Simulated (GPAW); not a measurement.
# MnO (Fm-3m) in GPAW: single point with r2SCAN

Aim: the single point of MnO with r2SCAN.

Program: GPAW 26.7.0. These are calculated values, not measurements. Logs are shortened: lines on timing, memory, paths and dates and some standing lists are left out, and cuts for length are marked. The log counts tension as positive stress, the text compression.

## 1. Starting point

The structure is cubic, space group Fm-3m (No. 225). The conventional cell has a = 4.448 Å, b = 4.448 Å, c = 4.448 Å, α = 90.00°, β = 90.00°, γ = 90.00°. Around Mn (site symmetry m-3m) lie 6 O at 2.22 Å. O (site symmetry m-3m) has 6 Mn at 2.22 Å as nearest neighbours.

The cell is a database's computed one.

## 2. Single point, r2SCAN, collinear spin, ferromagnetic start

Input file run.py:

```python
from ase.dft.bandgap import bandgap
from ase.io import read, write
from ase.units import GPa
from gpaw import GPAW, PW

atoms = read('POSCAR')
atoms.set_initial_magnetic_moments([5.0, 0.0])

calc = GPAW(mode=PW(550),
            xc='MGGA_X_R2SCAN+MGGA_C_R2SCAN',
            kpts={'size': (8, 8, 8), 'gamma': True},
            occupations={'name': 'fermi-dirac', 'width': 0.05},
            nbands=21,
            maxiter=120,
            txt='gpaw.txt')
atoms.calc = calc
energy = atoms.get_potential_energy()
forces = atoms.get_forces()
stress = atoms.get_stress()
calc.write('gs.gpw')
write('result.traj', atoms)
print(f'Energy: {energy:.6f} eV')
print('Forces (eV/A):')
print(forces.round(4))
print('Stress (GPa):', (stress / GPa).round(3))
print('Moments:', calc.get_magnetic_moments().round(3))
print('Fermi level:', round(calc.get_fermi_level(), 4), 'eV')
print(f'Gap: {bandgap(calc)[0]:.4f} eV, direct: {bandgap(calc, direct=True)[0]:.4f} eV')
```

Input file POSCAR:

```
MnO
1.0
    0.0000000000      2.2239077028      2.2239077028
    2.2239077028      0.0000000000      2.2239077028
    2.2239077028      2.2239077028      0.0000000000
Mn O
1 1
Direct
    0.0000000000      0.0000000000      0.0000000000
    0.5000000000      0.5000000000      0.5000000000
```

Potentials or basis: GPAW PAW data sets (gpaw-data 1.2.1), pw.

On the command line:

```sh
> OMP_NUM_THREADS=1 python run.py
```

gpaw.txt:

```text
__  _  _
 | _ |_)|_||  |
 |__||  | ||/\| - 26.7.0

Input parameters:
  mode=PW(ecut=550.0),
  kpts=MonkhorstPack(size=(8, 8, 8), gamma=True),
  maxiter=120,
  nbands=21,
  occupations=Occupations(name='fermi-dirac', width=0.05),
  xc=XC(name='MGGA_X_R2SCAN+MGGA_C_R2SCAN')

Diagonalizing LCAO Hamiltonian
Converting LCAO to pw mode

              O

       Mn

Atoms  # Å, Bohr magnetons
|   | symbol |        x |        y |        z |    initial magnetic moments |
|---|--------|----------|----------|----------|-----------------------------|
| 0 |     Mn | 0.000000 | 0.000000 | 0.000000 | ( 0.0000,  0.0000,  5.0000) |
| 1 |      O | 2.223908 | 2.223908 | 2.223908 | ( 0.0000,  0.0000,  0.0000) |

Unit cell  # Å
| periodic |        x |        y |        z |  lengths |    angles |
|----------|----------|----------|----------|----------|-----------|
|      yes | 0.000000 | 2.223908 | 2.223908 | 3.145080 | 60.000000 |
|      yes | 2.223908 | 0.000000 | 2.223908 | 3.145080 | 60.000000 |
|      yes | 2.223908 | 2.223908 | 0.000000 | 3.145080 | 60.000000 |

Number of symmetries: 48
Symmetry operations  # r_c * U_cc + t_c -> r_c
|    | kind |            matrix            |
|----|------|------------------------------|
|  0 |  σ   |  1, 0, 0,  1, 0,-1,  1,-1, 0 |
|  1 |  C2  |  1, 0, 0,  1,-1, 0,  1, 0,-1 |
|  2 |  E   |  1, 0, 0,  0, 1, 0,  0, 0, 1 |
|  3 |  σ   |  1, 0, 0,  0, 0, 1,  0, 1, 0 |
|  4 |  C4  |  1, 0,-1,  1, 0, 0,  1,-1, 0 |
|  5 |  S6  |  1, 0,-1,  1,-1, 0,  1, 0, 0 |
|  6 |  σ   |  1, 0,-1,  0, 1,-1,  0, 0,-1 |
|  7 |  C3  |  1, 0,-1,  0, 0,-1,  0, 1,-1 |
|  8 |  S6  |  1,-1, 0,  1, 0, 0,  1, 0,-1 |
|  9 |  C4  |  1,-1, 0,  1, 0,-1,  1, 0, 0 |
| 10 |  C3  |  1,-1, 0,  0,-1, 1,  0,-1, 0 |
| 11 |  σ   |  1,-1, 0,  0,-1, 0,  0,-1, 1 |
| 12 |  σ   |  0, 1, 0,  1, 0, 0,  0, 0, 1 |
| 13 |  C4  |  0, 1, 0,  0, 1,-1, -1, 1, 0 |
| 14 |  C3  |  0, 1, 0,  0, 0, 1,  1, 0, 0 |
| 15 |  S6  |  0, 1, 0, -1, 1, 0,  0, 1,-1 |
| 16 |  C2  |  0, 1,-1,  1, 0,-1,  0, 0,-1 |
| 17 |  σ   |  0, 1,-1,  0, 1, 0, -1, 1, 0 |
| 18 |  S4  |  0, 1,-1,  0, 0,-1,  1, 0,-1 |
| 19 |  C4  |  0, 1,-1, -1, 1, 0,  0, 1, 0 |
| 20 |  C3  |  0, 0, 1,  1, 0, 0,  0, 1, 0 |
| 21 |  σ   |  0, 0, 1,  0, 1, 0,  1, 0, 0 |
| 22 |  S6  |  0, 0, 1,  0,-1, 1, -1, 0, 1 |
| 23 |  C4  |  0, 0, 1, -1, 0, 1,  0,-1, 1 |
| 24 |  S4  |  0, 0,-1,  1, 0,-1,  0, 1,-1 |
| 25 |  C3  |  0, 0,-1,  0, 1,-1,  1, 0,-1 |
| 26 |  C2  |  0, 0,-1,  0,-1, 0, -1, 0, 0 |
| 27 |  S6  |  0, 0,-1, -1, 0, 0,  0,-1, 0 |
| 28 |  S4  |  0,-1, 1,  1,-1, 0,  0,-1, 0 |
| 29 |  C4  |  0,-1, 1,  0, 0, 1, -1, 0, 1 |
| 30 |  C2  |  0,-1, 1,  0,-1, 0,  1,-1, 0 |
| 31 |  σ   |  0,-1, 1, -1, 0, 1,  0, 0, 1 |
| 32 |  C3  |  0,-1, 0,  1,-1, 0,  0,-1, 1 |
| 33 |  S6  |  0,-1, 0,  0, 0,-1, -1, 0, 0 |
| 34 |  S4  |  0,-1, 0,  0,-1, 1,  1,-1, 0 |
| 35 |  C2  |  0,-1, 0, -1, 0, 0,  0, 0,-1 |
| 36 |  C2  | -1, 1, 0,  0, 1, 0,  0, 1,-1 |
| 37 |  S6  | -1, 1, 0,  0, 1,-1,  0, 1, 0 |
| 38 |  S4  | -1, 1, 0, -1, 0, 1, -1, 0, 0 |
| 39 |  C3  | -1, 1, 0, -1, 0, 0, -1, 0, 1 |
| 40 |  S6  | -1, 0, 1,  0, 0, 1,  0,-1, 1 |
| 41 |  C2  | -1, 0, 1,  0,-1, 1,  0, 0, 1 |
| 42 |  C3  | -1, 0, 1, -1, 1, 0, -1, 0, 0 |
| 43 |  S4  | -1, 0, 1, -1, 0, 0, -1, 1, 0 |
| 44 |  C2  | -1, 0, 0,  0, 0,-1,  0,-1, 0 |
| 45 |  i   | -1, 0, 0,  0,-1, 0,  0, 0,-1 |
| 46 |  σ   | -1, 0, 0, -1, 1, 0, -1, 0, 1 |
| 47 |  C2  | -1, 0, 0, -1, 0, 1, -1, 1, 0 |

BZ-sampling:
  Number of BZ points: 512
  Number of IBZ points: 29

  Monkhorst-Pack size: [8, 8, 8]
  Monkhorst-Pack shift: [0.0625, 0.0625, 0.0625]

K-points  # in reciprocal-cell coordinates
|     |                                coordinates |     weight |
|-----|--------------------------------------------|------------|
|   0 | (  0.00000000,   0.00000000,   0.00000000) | 0.00195312 |
|   1 | (  0.12500000,   0.12500000,   0.00000000) | 0.01171875 |
|   2 | (  0.12500000,   0.12500000,   0.12500000) | 0.01562500 |
|   3 | (  0.25000000,   0.12500000,   0.12500000) | 0.02343750 |
|   4 | (  0.25000000,   0.25000000,   0.00000000) | 0.01171875 |
|   5 | (  0.25000000,   0.25000000,   0.12500000) | 0.04687500 |
|   6 | (  0.25000000,   0.25000000,   0.25000000) | 0.01562500 |
|   7 | (  0.37500000,   0.25000000,  -0.37500000) | 0.04687500 |
|   8 | (  0.37500000,   0.25000000,   0.12500000) | 0.04687500 |
|   9 | (  0.37500000,   0.25000000,   0.25000000) | 0.04687500 |
| ... |                                            |            |
|  28 | (  0.50000000,   0.50000000,   0.50000000) | 0.00781250 |

Plane wave coefficients: 660
Cutoff: 550.0 eV

Spin-components: 2 (collinear spins)
Bands:           21
Projectors:      11
Spin-degeneracy: 1
Datatype:        complex128

Parallelization:
  kpt:    1
  domain: 1
  band:   1

Density:
  Valence electrons: 21.0
  Components: 2
  Grid points: [18 18 18]
  Charge: 0.0  # |e|

Potential:
  Grid points: [18 18 18]

species:
  Mn:
    name:    Manganese
    Z:       25.0
    valence: 15
    core:    10
    charge:  0.0  # [|e|]
    compensation charges:
      type: gauss
      rc: 0.38  # [Å]
      lmax: 2
    cutoffs:
      filter: 2.14  # [Å]
      core: 0.86  # [Å]
    projectors
    | kind |    occ | energy [eV] | rcut [Å] |
    |------|--------|-------------|----------|
    |   3s |  2.000 |     -85.859 |    1.275 |
    |   4s |  2.000 |      -5.106 |    1.275 |
    |   3p |  6.000 |     -54.597 |    1.281 |
    |   4p |  0.000 |      -1.371 |    1.281 |
    |   3d |  5.000 |      -6.771 |    1.138 |
    |    d |        |      20.441 |    1.138 |

    Using partial waves for Mn as LCAO basis

  O:
    name:    Oxygen
    Z:       8.0
    valence: 6
    core:    2
    charge:  0.0  # [|e|]
    compensation charges:
      type: gauss
      rc: 0.21  # [Å]
      lmax: 2
    cutoffs:
      filter: 1.17  # [Å]
      core: 0.83  # [Å]
    projectors
    | kind |    occ | energy [eV] | rcut [Å] |
    |------|--------|-------------|----------|
    |   2s |  2.000 |     -23.961 |    0.688 |
    |   2p |  4.000 |      -9.029 |    0.598 |
    |    s |        |       3.251 |    0.688 |
    |    p |        |      18.182 |    0.598 |
    |    d |        |       0.000 |    0.619 |

    Using partial waves for O as LCAO basis

Reference energy: -33554.940374  # eV

eigensolver:
  PPCG
  Converge bands: occupied
  niter=2

density mixing:
  MSR1-Mixer
  Pratt-step length: 0.05
  Maximum mixing coefficient: 0.75
  Old densities: 10
  SVD Regularization: 0.005
  Good broyden scale: 1.0
  Trust region scale: 1.0
  Backstep threshold: 4.0
  History deletion threshold: 6.0
  Fourier metric: weight=20.0, sigma=0.015

occupation numbers:
  Fermi-Dirac:
    width: 0.0500  # eV

poisson solver:
  ecut: 4400.0  # eV

xc functional:
  name: MGGA_X_R2SCAN+MGGA_C_R2SCAN with 2 nearest neighbor stencil

convergence criteria:
- Maximum [total energy] change in last 3 cyles: 0.0005 eV / valence electron
- Maximum integral of absolute [dens]ity change: 0.0001 electrons / valence electron
- Maximum integral of absolute [eigenst]ate change: 4e-08 eV^2 / valence electron
maximum number of iterations: 120

SCF iterations
|iter     | |      energy | eigst |  dens |  magmom |
|---------|-|-------------|-------|-------|---------|
|iter:   1| |  -30.535109 | -0.10 |       |  +5.0041|
|iter:   2| |  -24.800567 | -1.63 | -1.01 |  +5.0039|
|iter:   3| |  -24.927957 | -1.40 | -0.99 |  +5.0013|
|iter:   4| |  -24.303557 | -1.74 | -1.12 |  +4.9683|
|iter:   5| |  -24.293242 | -2.67 | -1.67 |  +4.9721|
|iter:   6| |  -24.299138c| -3.06 | -1.88 |  +4.9853|
|iter:   7| |  -24.299090c| -5.11 | -2.72 |  +4.9876|
|iter:   8| |  -24.299154c| -4.97 | -3.09 |  +4.9908|
|iter:   9| |  -24.299159c| -6.95 | -3.75 |  +4.9907|
|iter:  10| |  -24.299163c| -6.66 | -4.06c|  +4.9906|
|iter:  11| |  -24.299163c| -7.69c| -4.96c|  +4.9906|

Converged in 11 steps
Energy contributions relative to reference atoms: (reference = -33554.940374)

Energy contributions:
  Kinetic:          30.116908
  Coulomb:         -24.725347
  Zero:              0.139772
  External:          0.000000
  Xc:              -29.829798
  Entropy:          -0.001396
  Spinorbit:         0.000000
  ----------------------------
  Free energy:     -24.299861
  Extrapolated:    -24.299163

dipole moment: (-9.657981, -9.657981, -9.657981)  # |e|*Ang

Total magnetic moment: (0.000000, 0.000000, 4.990588)

Local magnetic moments
|        x |        y |        z |
|----------|----------|----------|
| 0.000000 | 0.000000 | 4.441892 |  # Mn   0
| 0.000000 | 0.000000 | 0.199307 |  # O    1

Fermi level: 8.178
Eigenvalues  # (at kpt = [0.000, 0.000, 0.000])
| band index |      eig [eV] | occ [0-1] |      eig [eV] | occ [0-1] |
|------------|---------------|-----------|---------------|-----------|
|          0 |       -76.908 |     1.000 |       -70.444 |     1.000 |
|        ... |               |           |               |           |
|          3 |       -44.449 |     1.000 |       -38.047 |     1.000 |
|          4 |       -13.310 |     1.000 |       -12.770 |     1.000 |
|          5 |         4.090 |     1.000 |         4.654 |     1.000 |
|          6 |         4.090 |     1.000 |         4.654 |     1.000 |
|          7 |         4.091 |     1.000 |         4.655 |     1.000 |
|          8 |         4.504 |     1.000 |         9.638 |     0.000 |
[... 8 lines left out ...]
|         17 |        24.965 |     0.000 |        26.949 |     0.000 |
|         18 |        28.453 |     0.000 |        31.598 |     0.000 |
|        ... |               |           |               |           |
|         20 |        28.454 |     0.000 |        31.604 |     0.000 |

No gap
No difference between direct/indirect transitions

Forces  # eV/Ang
|       x |        y |        z |
|---------|----------|----------|
| 0.00000 | -0.00000 | -0.00000 |  # Mn   0
| 0.00000 |  0.00000 |  0.00000 |  # O    1

Stress tensor  # eV/Ang^3
|         x |         y |         z |
|-----------|-----------|-----------|
|  0.029867 | -0.000000 | -0.000000 |
| -0.000000 |  0.029867 | -0.000000 |
| -0.000000 | -0.000000 |  0.029867 |

# Writing to gs.gpw (mode='')
```

Run time: 2 min. Hardware: 1 thread of Arm Neoverse N1, shared host; peak memory 0.24 GiB.

These settings aren't checked as converged: the numbers below hold their error.

What came out:

* Free energy: -24.2999 eV
* Pressure: -4.8 GPa
* Band gap on the k mesh: none (metal or under the smearing width)
* Net moment: 4.99 μB per cell
* Site moments: Mn +4.44; O +0.20 μB

Caveat: the cutoff is short for stress and forces, so pressures can be off by a GPa or more; the PAW data sets were made with another functional, which shifts forces and pressure a little; a cell with one magnetic atom can't hold antiferromagnetic order, which such compounds often take; semilocal functionals often make such compounds metallic where correlation or magnetic order opens a gap, which also shifts bond lengths.
